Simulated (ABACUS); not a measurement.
Crystal: CoO.

```
CELL_PARAMETERS angstrom
0.00000 2.13150 2.13150
2.13150 0.00000 2.13150
2.13150 2.13150 0.00000
ATOMIC_POSITIONS crystal
Co 0.00000 0.00000 0.00000
O 0.50000 0.50000 0.50000
```

Base run:

* Program: ABACUS 3.10.1
* Functional: SOGGA
* Potentials or basis: PseudoDojo NC SR 0.4.1 PBEsol standard
* Cutoff: 1320 eV
* Density cutoff: 5279 eV
* Basis: plane waves
* k mesh: 9 × 9 × 9
* Occupations: fermi-dirac, width 0.05 eV
* Spin: collinear spin, ferromagnetic start
* Starting moments: [2.0, 0.0] μB

Its results: band gap on the k mesh none (metal or under the smearing width); pressure -14.1 GPa; net moment 2.99 μB per cell.

The run is repeated on the same cell with these changes: functional from SOGGA to LDA; potentials or basis from PseudoDojo NC SR 0.4.1 PBEsol standard to PseudoDojo NC SR 0.4.1 LDA stringent; cutoff from 1320 eV to 1429 eV; density cutoff from 5279 eV to 5714 eV. What comes out?

Band gap on the k mesh none (metal or under the smearing width); pressure -20.8 GPa; net moment 2.75 μB per cell.

Caveats: a cell with one magnetic atom can't hold antiferromagnetic order, which such compounds often take; semilocal functionals often make such compounds metallic where correlation or magnetic order opens a gap, which also shifts bond lengths; the potentials were made for another functional, which shifts forces and pressure (some runs); so large a pressure means that the cell lies far from this level's equilibrium, or that cutoff or potentials fall short (some runs).

Not every run made on this cell is shown here.
